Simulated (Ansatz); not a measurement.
## BAs under changes of volume

One of the cells (13.626 Å³/atom); the others are scaled copies at fixed shape and fractional positions:

```xyz
2
Lattice="0.0000 2.3885 2.3885 2.3885 0.0000 2.3885 2.3885 2.3885 0.0000" Properties=species:S:1:pos:R:3 pbc="T T T"
As    3.5827    3.5827    3.5827
B     0.0000    0.0000    0.0000
```

| Item | Value |
| --- | --- |
| Program | Ansatz 0.2.0 |
| Functional | r2SCAN0 |
| Potentials or basis | Ansatz PAW |
| Cutoff | 500 eV (not typed: the program's choice for these potentials) |
| k mesh | 5 × 5 × 5 |
| Occupations | fermi-dirac, width 0.05 eV |
| Spin | no spin polarisation |

```tsv
volume (Å³/atom)	energy over the lowest point (meV/atom)	pressure (GPa)	gap on the mesh (eV)
12.809	17.15	8.7	2.56
13.081	?	?	?
13.354	0.07	1.6	2.60
13.626	0.00	-1.5	2.61
13.899	4.89	-4.2	2.63
14.171	14.23	-6.7	2.65
14.444	27.63	-9.0	2.66
```

What does the run at 13.081 Å³/atom give?

Energy over the lowest point 5.59 meV/atom; pressure 5.0 GPa; gap on the mesh 2.58 eV.

Worked out: A Birch-Murnaghan fit of order 3 (a polynomial in V^(-2/3)) to the other rows has its minimum at 13.49 Å³/atom with B0 = V·E''(V) = 151 GPa and B' = 4.0. It gives 5.60 meV/atom at 13.081 Å³/atom, against the run's 5.59, and -dE/dV = 5.0 GPa, against 5.0. A straight line through the other rows of the gap, of slope 0.843 eV per unit of ln V, gives 2.58 eV, against the run's 2.58.

Energies are extrapolated to zero smearing.

Caveats: all runs use coarse meshes; odd divisions of the mesh miss points on the zone boundary, where band edges often lie, so the gap on the mesh can be too wide; the PAW data sets come from PBE, with cores solved anew for the run's functional, which leaves a small shift of forces and pressure; the thresholds are loose for stress.

A mesh can miss the band edges. Spin-orbit coupling on As is left out.
